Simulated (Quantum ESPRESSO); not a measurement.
# MgS (F-43m) in Quantum ESPRESSO: reference runs

Reference runs on MgS: the cell as given and a disturbed copy, then over a range of volumes.

All numbers are computed with Quantum ESPRESSO 7.5; they aren't measurements. Logs are shortened: lines on timing, memory, paths and dates and some standing lists are left out, and cuts for length are marked.

**1. The crystal as given**

Symmetry: F-43m, No. 216, cubic system. Conventional cell: a = 5.666 Å, b = 5.666 Å, c = 5.666 Å, α = 90.00°, β = 90.00°, γ = 90.00°. Around S (site symmetry -43m) lie 4 Mg at 2.45 Å. Mg (site symmetry -43m) has 4 S at 2.45 Å as nearest neighbours.

The cell comes from a database or a generator and needn't be the stable form of this composition.

**2. Single point, PBE**

File pw.in:

```
&CONTROL
  calculation = 'scf'
  prefix = 'pwscf'
  outdir = './tmp'
  pseudo_dir = './pseudo'
  tprnfor = .true.
  tstress = .true.
  disk_io = 'nowf'
/
&SYSTEM
  ibrav = 0
  nat = 2
  ntyp = 2
  ecutwfc = 55
  ecutrho = 440
  nbnd = 9
  occupations = 'smearing'
  smearing = 'fd'
  degauss = 0.00367493
/
&ELECTRONS
  conv_thr = 4d-10
  electron_maxstep = 120
  mixing_beta = 0.5
/
ATOMIC_SPECIES
S     32.0600 s_pbe_v1.4.uspp.F.UPF
Mg    24.3050 Mg.pbe-n-kjpaw_psl.0.3.0.UPF
CELL_PARAMETERS angstrom
   0.0000000000    2.8331200468    2.8331200468
   2.8331200468    0.0000000000    2.8331200468
   2.8331200468    2.8331200468    0.0000000000
ATOMIC_POSITIONS crystal
S      0.2500000000    0.2500000000    0.2500000000
Mg     0.0000000000    0.0000000000    0.0000000000
K_POINTS automatic
8 8 8 0 0 0
```

Potentials or basis: SSSP 1.3 efficiency PBE.

On the command line:

```
OMP_NUM_THREADS=1 pw.x -in pw.in > pw.out
```

pw.out:

```text
This program is part of the open-source Quantum ESPRESSO suite
     for quantum simulation of materials; please cite
         "P. Giannozzi et al., J. Phys.:Condens. Matter 21 395502 (2009);
         "P. Giannozzi et al., J. Phys.:Condens. Matter 29 465901 (2017);
         "P. Giannozzi et al., J. Chem. Phys. 152 154105 (2020);
     in publications or presentations arising from this work. More details at

     file Mg.pbe-n-kjpaw_psl.0.3.0.UPF: wavefunction(s)  3S renormalized
     Message from routine setup:
     using ibrav=0 with symmetry is DISCOURAGED, use correct ibrav instead

     Subspace diagonalization in iterative solution of the eigenvalue problem:
     a serial algorithm will be used

     G-vector sticks info
     --------------------
     sticks:   dense  smooth     PW     G-vecs:    dense   smooth      PW
     Sum        1735     859    253                47831    16865    2741

     Using Slab Decomposition

     bravais-lattice index     =            0
     lattice parameter (alat)  =       7.5714  a.u.
     unit-cell volume          =     306.9174 (a.u.)^3
     number of atoms/cell      =            2
     number of atomic types    =            2
     number of electrons       =         8.00
     number of Kohn-Sham states=            9
     kinetic-energy cutoff     =      55.0000  Ry
     charge density cutoff     =     440.0000  Ry
     scf convergence threshold =      4.0E-10
     mixing beta               =       0.5000
     number of iterations used =            8  plain     mixing
     Exchange-correlation= SLA  PW   PBX  PBC
                           (   1   4   3   4   0   0   0)

     celldm(1)=   7.571446  celldm(2)=   0.000000  celldm(3)=   0.000000
     celldm(4)=   0.000000  celldm(5)=   0.000000  celldm(6)=   0.000000

     crystal axes: (cart. coord. in units of alat)
               a(1) = (   0.000000   0.707107   0.707107 )
               a(2) = (   0.707107   0.000000   0.707107 )
               a(3) = (   0.707107   0.707107   0.000000 )

     reciprocal axes: (cart. coord. in units 2 pi/alat)
               b(1) = ( -0.707107  0.707107  0.707107 )
               b(2) = (  0.707107 -0.707107  0.707107 )
               b(3) = (  0.707107  0.707107 -0.707107 )

     PseudoPot. # 1 for S  read from file:
     s_pbe_v1.4.uspp.F.UPF
     Pseudo is Ultrasoft + core correction, Zval =  6.0
     Generated by new atomic code, or converted to UPF format
     Using radial grid of  907 points,  6 beta functions with:
                l(1) =   0
                l(2) =   0
                l(3) =   1
                l(4) =   1
                l(5) =   2
                l(6) =   2
     Q(r) pseudized with  8 coefficients,  rinner =    1.300   1.300   1.300
                                                       1.300   1.300

     PseudoPot. # 2 for Mg read from file:
     Mg.pbe-n-kjpaw_psl.0.3.0.UPF
     Pseudo is Projector augmented-wave + core cor, Zval =  2.0
     Generated using "atomic" code by A. Dal Corso  v.5.0.99 svn rev. 10869
     Shape of augmentation charge: PSQ
     Using radial grid of 1129 points,  4 beta functions with:
                l(1) =   0
                l(2) =   0
                l(3) =   1
                l(4) =   1
     Q(r) pseudized with 0 coefficients

     atomic species   valence    mass     pseudopotential
     S                 6.00    32.06000     S ( 1.00)
     Mg                2.00    24.30500     Mg( 1.00)

     24 Sym. Ops. (no inversion) found

   Cartesian axes

     site n.     atom                  positions (alat units)
         1        S      tau(   1) = (   0.3535534   0.3535534   0.3535534  )
         2        Mg     tau(   2) = (   0.0000000   0.0000000   0.0000000  )

     number of k points=    29  Fermi-Dirac smearing, width (Ry)=  0.0037
                       cart. coord. in units 2pi/alat
        k(    1) = (   0.0000000   0.0000000   0.0000000), wk =   0.0039062
        k(    2) = (   0.0883883   0.0883883  -0.0883883), wk =   0.0312500
        k(    3) = (   0.1767767   0.1767767  -0.1767767), wk =   0.0312500
        k(    4) = (   0.2651650   0.2651650  -0.2651650), wk =   0.0312500
        k(    5) = (  -0.3535534  -0.3535534   0.3535534), wk =   0.0156250
        k(    6) = (   0.1767767   0.0000000   0.0000000), wk =   0.0234375
        k(    7) = (   0.2651650   0.0883883  -0.0883883), wk =   0.0937500
        k(    8) = (   0.3535534   0.1767767  -0.1767767), wk =   0.0937500
        k(    9) = (  -0.2651650  -0.4419417   0.4419417), wk =   0.0937500
        k(   10) = (  -0.1767767  -0.3535534   0.3535534), wk =   0.0937500
        k(   11) = (  -0.0883883  -0.2651650   0.2651650), wk =   0.0937500
        k(   12) = (   0.0000000  -0.1767767   0.1767767), wk =   0.0468750
        k(   13) = (   0.3535534   0.0000000   0.0000000), wk =   0.0234375
        k(   14) = (   0.4419417   0.0883883  -0.0883883), wk =   0.0937500
        k(   15) = (  -0.1767767  -0.5303301   0.5303301), wk =   0.0937500
        k(   16) = (  -0.0883883  -0.4419417   0.4419417), wk =   0.0937500
        k(   17) = (   0.0000000  -0.3535534   0.3535534), wk =   0.0468750
        k(   18) = (   0.5303301   0.0000000   0.0000000), wk =   0.0234375
        k(   19) = (  -0.0883883  -0.6187184   0.6187184), wk =   0.0937500
        k(   20) = (   0.0000000  -0.5303301   0.5303301), wk =   0.0468750
        k(   21) = (  -0.7071068   0.0000000   0.0000000), wk =   0.0117188
        k(   22) = (   0.3535534   0.1767767   0.0000000), wk =   0.0937500
        k(   23) = (  -0.2651650  -0.4419417   0.6187184), wk =   0.1875000
        k(   24) = (  -0.1767767  -0.3535534   0.5303301), wk =   0.0937500
        k(   25) = (  -0.1767767  -0.5303301   0.7071068), wk =   0.0937500
        k(   26) = (  -0.0883883  -0.4419417   0.6187184), wk =   0.1875000
        k(   27) = (   0.0000000  -0.3535534   0.5303301), wk =   0.0937500
        k(   28) = (  -0.7071068   0.1767767   0.0000000), wk =   0.0468750
        k(   29) = (  -0.7071068   0.3535534   0.0000000), wk =   0.0234375

     Dense  grid:    47831 G-vectors     FFT dimensions: (  54,  54,  54)

     Smooth grid:    16865 G-vectors     FFT dimensions: (  36,  36,  36)

     Initial potential from superposition of free atoms

     starting charge       7.9990, renormalised to       8.0000
     Starting wfcs are    8 randomized atomic wfcs +    1 random wfcs
     Checking if some PAW data can be deallocated...

     Self-consistent Calculation

     iteration #  1     ecut=    55.00 Ry     beta= 0.50
     Davidson diagonalization with overlap
     ethr =  1.00E-02,  avg # of iterations =  6.6

     total energy              =     -57.89735723 Ry
     estimated scf accuracy    <       0.12832253 Ry

     iteration #  2     ecut=    55.00 Ry     beta= 0.50
     Davidson diagonalization with overlap
     ethr =  1.60E-03,  avg # of iterations =  2.0

     total energy              =     -57.92458464 Ry
     estimated scf accuracy    <       0.00592123 Ry

     iteration #  3     ecut=    55.00 Ry     beta= 0.50
     Davidson diagonalization with overlap
     ethr =  7.40E-05,  avg # of iterations =  4.2

     total energy              =     -57.92531103 Ry
     estimated scf accuracy    <       0.00146985 Ry

     iteration #  4     ecut=    55.00 Ry     beta= 0.50
     Davidson diagonalization with overlap
     ethr =  1.84E-05,  avg # of iterations =  2.6

     total energy              =     -57.92542966 Ry
     estimated scf accuracy    <       0.00002224 Ry

     iteration #  5     ecut=    55.00 Ry     beta= 0.50
     Davidson diagonalization with overlap
     ethr =  2.78E-07,  avg # of iterations = 11.9

     total energy              =     -57.92560339 Ry
     estimated scf accuracy    <       0.00000287 Ry

     iteration #  6     ecut=    55.00 Ry     beta= 0.50
     Davidson diagonalization with overlap
     ethr =  3.59E-08,  avg # of iterations =  2.4

     total energy              =     -57.92560348 Ry
     estimated scf accuracy    <       0.00000079 Ry

     iteration #  7     ecut=    55.00 Ry     beta= 0.50
     Davidson diagonalization with overlap
     ethr =  9.90E-09,  avg # of iterations =  2.4

     total energy              =     -57.92560375 Ry
     estimated scf accuracy    <       0.00000010 Ry

     iteration #  8     ecut=    55.00 Ry     beta= 0.50
     Davidson diagonalization with overlap
     ethr =  1.22E-09,  avg # of iterations =  5.1

     total energy              =     -57.92560375 Ry
     estimated scf accuracy    <       0.00000003 Ry

     iteration #  9     ecut=    55.00 Ry     beta= 0.50
     Davidson diagonalization with overlap
     ethr =  3.23E-10,  avg # of iterations =  2.2

     total energy              =     -57.92560376 Ry
     estimated scf accuracy    <          1.2E-09 Ry

     iteration # 10     ecut=    55.00 Ry     beta= 0.50
     Davidson diagonalization with overlap
     ethr =  1.44E-11,  avg # of iterations =  4.8

     End of self-consistent calculation

          k = 0.0000 0.0000 0.0000 (  2085 PWs)   bands (ev):

    -9.1805   2.0839   2.0839   2.0839   5.5351  10.0094  10.0094  10.0094
    12.8553

          k = 0.0884 0.0884-0.0884 (  2106 PWs)   bands (ev):

    -9.0932   1.4067   2.0310   2.0310   6.1930   9.8216  10.1859  10.1859
    12.4127

          k = 0.1768 0.1768-0.1768 (  2106 PWs)   bands (ev):

    -8.8671   0.2401   1.9112   1.9112   7.0472   9.8562  10.2264  10.2264
    12.4643

          k = 0.2652 0.2652-0.2652 (  2102 PWs)   bands (ev):

    -8.6144  -0.6825   1.8014   1.8014   7.2238   9.8768   9.8768  10.4313
    13.7364

          k =-0.3536-0.3536 0.3536 (  2120 PWs)   bands (ev):

    -8.4999  -1.0326   1.7584   1.7584   7.1929   9.7086   9.7086  10.6824
    14.9441

          k = 0.1768 0.0000 0.0000 (  2105 PWs)   bands (ev):

    -9.0642   1.4075   1.9045   1.9045   6.4147   9.4695  10.4294  10.4294
    11.4722

          k = 0.2652 0.0884-0.0884 (  2106 PWs)   bands (ev):

    -8.8841   0.5399   1.7400   1.7763   7.2139   9.2117  10.1875  10.7302
    11.5592

          k = 0.3536 0.1768-0.1768 (  2116 PWs)   bands (ev):

    -8.6371  -0.3741   1.5728   1.6345   7.6048   9.2408  10.0809  10.4919
    12.8007

          k =-0.2652-0.4419 0.4419 (  2109 PWs)   bands (ev):

    -8.4707  -0.8764   1.3775   1.6387   7.6747   8.9579  10.1533  10.9398
    13.9262

          k =-0.1768-0.3536 0.3536 (  2110 PWs)   bands (ev):

    -8.5089  -0.7642   1.3001   1.7485   7.7680   9.0594  10.0873  10.7960
    13.3936

          k =-0.0884-0.2652 0.2652 (  2109 PWs)   bands (ev):

    -8.7212  -0.0982   1.3985   1.9100   7.6958   9.4940   9.9952  10.3462
    11.8686

          k = 0.0000-0.1768 0.1768 (  2111 PWs)   bands (ev):

    -8.9592   0.7924   1.6925   2.0321   6.9505   9.5529  10.2902  10.3998
    11.5330

          k = 0.3536 0.0000 0.0000 (  2085 PWs)   bands (ev):

    -8.7640   0.3467   1.5193   1.5193   7.2449   8.5864  10.4844  11.5310
    11.5310

          k = 0.4419 0.0884-0.0884 (  2108 PWs)   bands (ev):

    -8.5635  -0.1958   1.2268   1.3767   7.1717   8.5631  10.4492  11.7441
    12.8096

          k =-0.1768-0.5303 0.5303 (  2123 PWs)   bands (ev):

    -8.3962  -0.5513   0.7749   1.3772   7.2996   9.0542  10.5745  11.3645
    13.7053

          k =-0.0884-0.4419 0.4419 (  2120 PWs)   bands (ev):

    -8.3763  -0.5363   0.4781   1.5197   7.7302   9.2167  10.8264  11.0232
    13.4392

          k = 0.0000-0.3536 0.3536 (  2119 PWs)   bands (ev):

    -8.5178  -0.3283   0.6970   1.7387   8.4579   8.9048  10.0293  10.7889
    12.0510

          k = 0.5303 0.0000 0.0000 (  2104 PWs)   bands (ev):

    -8.4304  -0.4318   1.1845   1.1845   6.4289   7.9650  11.9864  13.0519
    13.0519

          k =-0.0884-0.6187 0.6187 (  2119 PWs)   bands (ev):

    -8.3155  -0.5794   0.8156   1.1459   6.4101   8.1568  12.1400  13.0541
    13.9277

          k = 0.0000-0.5303 0.5303 (  2129 PWs)   bands (ev):

    -8.2933  -0.3900   0.2208   1.2758   6.9240   9.0452  11.6260  12.2234
    13.0425

          k =-0.7071 0.0000 0.0000 (  2100 PWs)   bands (ev):

    -8.2800  -0.7178   1.0571   1.0571   5.9775   7.7253  13.2165  14.3736
    14.3736

          k = 0.3536 0.1768 0.0000 (  2105 PWs)   bands (ev):

    -8.6922   0.0342   1.2461   1.7093   7.7897   8.9996   9.6771  11.2696
    11.7720

          k =-0.2652-0.4419 0.6187 (  2113 PWs)   bands (ev):

    -8.4825  -0.4654   0.8988   1.5348   8.0662   8.8460   9.9660  11.1174
    12.9011

          k =-0.1768-0.3536 0.5303 (  2100 PWs)   bands (ev):

    -8.3894  -0.6809   0.7951   1.4411   8.1431   8.5670  10.7928  10.9268
    13.4335

          k =-0.1768-0.5303 0.7071 (  2120 PWs)   bands (ev):

    -8.4030  -0.4160   0.8679   1.1765   7.0737   8.6186  10.5766  12.5836
    13.1850

          k =-0.0884-0.4419 0.6187 (  2126 PWs)   bands (ev):

    -8.3083  -0.3923   0.3896   1.0908   7.3826   9.2400  10.5165  11.7695
    13.5824

          k = 0.0000-0.3536 0.5303 (  2125 PWs)   bands (ev):

    -8.3432  -0.3310   0.2771   1.2708   7.8566   9.3280  10.1714  11.5042
    13.3343

          k =-0.7071 0.1768 0.0000 (  2128 PWs)   bands (ev):

    -8.2757  -0.5393   0.7317   0.9040   6.6498   8.4259  12.0869  12.2512
    14.5155

          k =-0.7071 0.3536 0.0000 (  2148 PWs)   bands (ev):

    -8.2714  -0.2039   0.2626   0.7672   7.6197   9.9724  10.2630  10.6128
    14.6946

     the Fermi energy is     4.4521 ev

!    total energy              =     -57.92560376 Ry
     estimated scf accuracy    <          3.0E-11 Ry
     smearing contrib. (-TS)   =      -0.00000000 Ry
     internal energy E=F+TS    =     -57.92560376 Ry

     The total energy is F=E-TS. E is the sum of the following terms:
     one-electron contribution =      -1.77837913 Ry
     hartree contribution      =       4.23148189 Ry
     xc contribution           =     -10.16499812 Ry
     ewald contribution        =     -18.92489005 Ry
     one-center paw contrib.   =     -31.28881834 Ry

     convergence has been achieved in  10 iterations

     Forces acting on atoms (cartesian axes, Ry/au):

     atom    1 type  1   force =     0.00000000    0.00000000   -0.00000000
     atom    2 type  2   force =    -0.00000000   -0.00000000    0.00000000

     Total force =     0.000000     Total SCF correction =     0.000000

     Computing stress (Cartesian axis) and pressure

          total   stress  (Ry/bohr**3)                   (kbar)     P=        7.76
   0.00005275   0.00000000   0.00000000            7.76        0.00        0.00
   0.00000000   0.00005275   0.00000000            0.00        7.76        0.00
   0.00000000   0.00000000   0.00005275            0.00        0.00        7.76

=------------------------------------------------------------------------------=
   JOB DONE.
=------------------------------------------------------------------------------=
```

Wall time 12 s (1 thread of Intel Xeon 6975P-C (Granite Rapids), shared host); peak memory 0.24 GiB.

What came out:

```yaml
Free_energy: -788.1180 eV
Pressure: 0.8 GPa
Band_gap_on_the_k_mesh: 3.45 eV, direct
```

Levels at points of the mesh, in eV from the valence-band top:
```csv
k point,band 1,band 2,band 3,band 4,band 5,band 6,band 7,band 8,band 9
"(0.00, 0.00, 0.00)",-11.26,0.00,0.00,0.00,3.45,7.93,7.93,7.93,10.77
"(0.00, 0.00, -0.50)",-10.58,-3.12,-0.33,-0.33,5.11,7.62,7.62,8.60,12.86
"(0.00, -0.50, -0.50)",-10.36,-2.80,-1.03,-1.03,3.89,5.64,11.13,12.29,12.29
```

(Part 1 of 2 ends here.)
